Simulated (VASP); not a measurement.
## Ru under changes of volume

One of the cells (13.325 Å³/atom); the others are scaled copies at fixed shape and fractional positions:

```
CELL_PARAMETERS angstrom
2.69738 0.00000 0.00000
-1.34869 2.33600 0.00000
0.00000 0.00000 4.22956
ATOMIC_POSITIONS crystal
Ru 0.66667 0.33333 0.75000
Ru 0.33333 0.66667 0.25000
```

- Program: VASP 6.6.1
- Functional: PBEsol
- Potentials or basis: VASP PAW PBE potentials, release 64 (Ru_pv)
- Cutoff: 520 eV
- k mesh: 10 × 10 × 6
- Occupations: fermi-dirac, width 0.05 eV
- Spin: no spin polarisation

| volume (Å³/atom) | energy over the lowest point (meV/atom) | pressure (GPa) |
| --- | --- | --- |
| 12.792 | ? | ? |
| 13.059 | 6.26 | 7.4 |
| 13.325 | 0.00 | 0.1 |
| 13.592 | 5.36 | -6.5 |
| 13.858 | 21.09 | -12.4 |

Q: What does the run at 12.792 Å³/atom give?

A: Energy over the lowest point 25.61 meV/atom; pressure 15.6 GPa.

Worked out: A Birch-Murnaghan fit of order 2 (a polynomial in V^(-2/3)) to the other rows has its minimum at 13.33 Å³/atom with B0 = V·E''(V) = 347 GPa at fixed shape and positions, which overstates the stiffness. It gives 25.32 meV/atom at 12.792 Å³/atom, against the run's 25.61, and -dE/dV = 15.6 GPa, against 15.6.

Energies are extrapolated to zero smearing.

Caveats: the PAW data sets were made with another functional, which shifts forces and pressure a little.
